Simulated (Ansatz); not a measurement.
The system is In.

```xyz
2
Lattice="3.3355 0.0000 0.0000 -1.6677 2.8886 0.0000 0.0000 0.0000 5.5091" Properties=species:S:1:pos:R:3 pbc="T T T"
In    1.6677    0.9629    4.1319
In    0.0000    1.9257    1.3773
```

This isn't the form of In at room conditions, which is tetragonal.

- Program: Ansatz 0.2.0
- Task: relaxation of cell and atoms
- Functional: B3LYP
- Potentials or basis: Ansatz PAW
- Cutoff: 420 eV (not typed: the program's choice for these potentials)
- k mesh: 5 × 5 × 3
- Occupations: fermi-dirac, width 0.05 eV
- Spin: no spin polarisation

At the start: volume 26.54 Å³/atom.

How do energy, volume and symmetry change on relaxing?

It ends after 5 steps and the volume is 29.27 Å³/atom (+10.3 %); space group P6_3/mmc (No. 194, to 0.05 Å).

Step by step:
| step | energy change (eV) | largest force (eV/Å) | volume (Å³) |
| --- | --- | --- | --- |
| 1 | 0.0000 | 0.0000 | 53.08 |
| 2 | -0.0557 | 0.0000 | 57.77 |
| 3 | -0.0567 | 0.0000 | 58.39 |
| 4 | -0.0567 | 0.0000 | 58.54 |
| 5 | -0.0574 | 0.0000 | 58.54 |

Final structure:
```cif
data_structure
_symmetry_space_group_name_H-M 'P 1'
_symmetry_Int_Tables_number 1
_cell_length_a 3.4278
_cell_length_b 3.4278
_cell_length_c 5.7526
_cell_angle_alpha 90.000
_cell_angle_beta 90.000
_cell_angle_gamma 120.000
_cell_volume 58.54
loop_
_atom_site_label
_atom_site_type_symbol
_atom_site_fract_x
_atom_site_fract_y
_atom_site_fract_z
_atom_site_occupancy
In1 In 0.66667 0.33333 0.75000 1
In2 In 0.33333 0.66667 0.25000 1
```

Caveat: the k mesh is coarse (spacing up to 0.44 Å⁻¹), so the values aren't converged, least of all with exact exchange; the plane-wave basis is chosen anew once the cell has moved, so the energies of steps on either side of that aren't comparable; the PAW data sets come from PBE, with cores solved anew for the run's functional, which leaves a small shift of forces and pressure.
